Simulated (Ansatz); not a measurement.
**Be in Ansatz: the effect of functional**

Crystal: Be.

```
CELL_PARAMETERS angstrom
2.31537 0.00000 0.00000
-1.15769 2.00517 0.00000
0.00000 0.00000 3.63137
ATOMIC_POSITIONS crystal
Be 0.66667 0.33333 0.75000
Be 0.33333 0.66667 0.25000
```

The cell isn't the ideal one: volume scaled by 1.04.

Alike in all runs:

- Program: Ansatz 0.2.0
- Task: single point
- Potentials or basis: Ansatz PAW
- k mesh: 13 × 13 × 8
- Occupations: fermi-dirac, width 0.05 eV
- Spin: no spin polarisation

```tsv
functional	cutoff	pressure (GPa)
LDA	420 eV (not typed: the program's choice for these potentials)	?
r2SCAN	500 eV (not typed: the program's choice for these potentials)	-7.1
PBE	420 eV (not typed: the program's choice for these potentials)	-7.0
```

What does the run with functional LDA give?

Pressure -12.0 GPa.

Caveats: the PAW data sets come from PBE, with cores solved anew for the run's functional, which leaves a small shift of forces and pressure (some runs).
